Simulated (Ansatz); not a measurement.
Ansatz input file:

```yaml
crystal:
  lattice:
    - [-1.7664815063, 1.7664815063, 1.7664815063]
    - [1.7664815063, -1.7664815063, 1.7664815063]
    - [1.7664815063, 1.7664815063, -1.7664815063]
  atoms:
    - { symbol: Ti, position: [0.0, 0.0, 0.0] }
basis:
  ecutwfc: 420
kpoints:
  mp_grid: { grid: [16, 16, 16] }
hamiltonian:
  xc: pbe
scf:
  occupations: { method: gaussian, width: 0.1 }
output:
  forces: true
  stress: true
  eigenvalues: true
```

Launched with
```bash
ansatz run input.yaml --threads 1 --pin off --max-ram 1331MiB --backend cpu --events-out ev --progress --plain --runs-dir out
```

All numbers below come from DFT PBE, scalar-relativistic, plane waves, PAW in Ansatz 0.2.0.

Abridged output (iterations and final results):

```
SCF iter   1: F=—  HF=-2499.256827 eV  |F-HF|=—  |Δ(HF+E_count)|=         —  Δρ=1.66e-3  dr2=4.62e-4  ethr=1.77e-3  ⟨swp⟩=4.4  Hψ=7810  notcnv=0
SCF iter   2: F=—  HF=-2499.256601 eV  |F-HF|=—  |Δ(HF+E_count)|=   2.26e-4  Δρ=6.67e-4  dr2=3.44e-5  ethr=3.85e-6  ⟨swp⟩=1.2  Hψ=2666  notcnv=0
SCF iter   3: F=—  HF=-2499.256632 eV  |F-HF|=—  |Δ(HF+E_count)|=   3.10e-5  Δρ=2.06e-4  dr2=3.63e-6  ethr=2.87e-7  ⟨swp⟩=1.9  Hψ=1711  notcnv=0
SCF iter   4: F=-2499.256636 eV  HF=-2499.256636 eV  |F-HF|=8.06e-9  |Δ(HF+E_count)|=   3.45e-6  Δρ=1.30e-5  dr2=1.27e-8  ethr=3.02e-8  ⟨swp⟩=2.0  Hψ=1725  notcnv=0
SCF iter   5: F=-2499.256636 eV  HF=-2499.256636 eV  |F-HF|=6.91e-10  |Δ(HF+E_count)|=   1.23e-8  Δρ=1.98e-6  dr2=9.76e-10  ethr=1.06e-10  ⟨swp⟩=2.1  Hψ=2223  notcnv=0
SCF iter   6: F=-2499.256636 eV  HF=-2499.256636 eV  |F-HF|=1.23e-11  |Δ(HF+E_count)|=  1.52e-10  Δρ=2.59e-7  dr2=1.64e-11  ethr=8.13e-12  ⟨swp⟩=1.2  Hψ=3847  notcnv=0
SCF 1 converged in 6 iterations: F = -2499.256636 eV  dr2 = 1.64e-11
SCF converged after 6 iterations
Free energy (F): -2499.256636 eV
Harris-Foulkes:  -2499.256636 eV  (|F-HF|=1.23e-11)
Internal energy: -2499.240143 eV  (E = F + TS)
E sigma→0 (E₀):  -2499.248389 eV
Entropy (-TS):   -0.016493 eV (-16.493 meV/atom)
Fermi energy:    9.788590 eV
--- Per-component energies (eV) ---
  E_band       = -200.248551
  E_kinetic    = 267.277987
  E_local      = -942.061546  (includes V_loc(G=0)·N_el)
  E_nonlocal   = 8.333480
  E_hartree    = 377.759698
  E_xc         = -95.476008
  E_vxc        = -119.239189  (∫ρ·V_xc dr)
  E_paw        = -1047.113543  (= ΣΔE_a)
  E_vpaw       = -170.078954  (= ΣTr[D̂ρ^β])
  E_aug_tail   = 0.000119  (compensation charges beyond the density's cutoff)
  E_ewald      = -1067.960331
  E_smearing   = -0.016493  (= −TS)
--- Forces (eV/Å), atoms counted from 1 ---
  atom   1  Ti     0.00000000     0.00000000     0.00000000
--- Stress (GPa, compression-positive) ---
      -16.806380       0.000000       0.000000
        0.000000     -16.806380       0.000000
        0.000000       0.000000     -16.806380
  P = ⅓ Tr σ = -16.8064 GPa (-168.064 kbar)
--- Band table (eV; the first three rows and the last of 145) ---
  k-point 0: bands = ["-47.1999", "-23.2530", "-23.2530", "-23.2530", "4.4165", "10.5500", "10.5500", "10.5500", "11.8507", "11.8507"]
  k-point 1: bands = ["-47.1981", "-23.2647", "-23.2568", "-23.2530", "4.5249", "10.5076", "10.5390", "10.6205", "11.8035", "11.8535"]
  k-point 2: bands = ["-47.1929", "-23.2980", "-23.2678", "-23.2530", "4.8432", "10.3890", "10.4869", "10.8266", "11.7005", "11.8636"]
  k-point 144: bands = ["-47.1163", "-23.4685", "-23.4685", "-23.4685", "8.3470", "8.3470", "12.6565", "12.6565", "12.6565", "16.4799"]
```

The calculation finished and met its thresholds.